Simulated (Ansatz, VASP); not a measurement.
# BN in VASP and in Ansatz

```
B N
1.0
     2.55394    0.00000    0.00000
    -1.27697    2.21178    0.00000
     0.00000    0.00000    4.22685
B N
2 2
Direct
  0.66667 0.33333 0.99972
  0.33333 0.66667 0.49972
  0.66667 0.33333 0.64893
  0.33333 0.66667 0.12528
```

Alike in both runs: task single point; functional r2SCAN; k mesh 12 × 12 × 6; occupations gaussian, width 0.05 eV; no spin polarisation.

|  | VASP | Ansatz |
| --- | --- | --- |
| version | VASP 6.6.1 | Ansatz 0.2.0 |
| potentials or method | VASP PAW PBE potentials, release 64 (B, N) | scalar-relativistic, plane waves, PAW |
| plane-wave cutoff (eV) | 520 | 500 |
| valence electrons in the cell | 16 | 16 |

VASP gave:

* gap on the k mesh at the Fermi level (eV): 4.84
* least direct gap on the mesh (eV): 8.43
* pressure (GPa): -2.1
* largest component of the traceless stress (GPa): 1.37
* rms of the force components (eV/Å): 1.430

Problem. Which values does Ansatz return?

Solution. gap on the k mesh at the Fermi level (eV): 4.87; least direct gap on the mesh (eV): 8.45; pressure (GPa): -3.2; largest component of the traceless stress (GPa): 1.18; rms of the force components (eV/Å): 1.429.

Atom by atom the forces differ by 0.005 eV/Å (rms over components). The functional is the same, so the differences come from potentials, cutoffs and numerics.

Caveats: the PAW data sets were made with another functional, which shifts forces and pressure a little (VASP). A k mesh can miss the band edges.
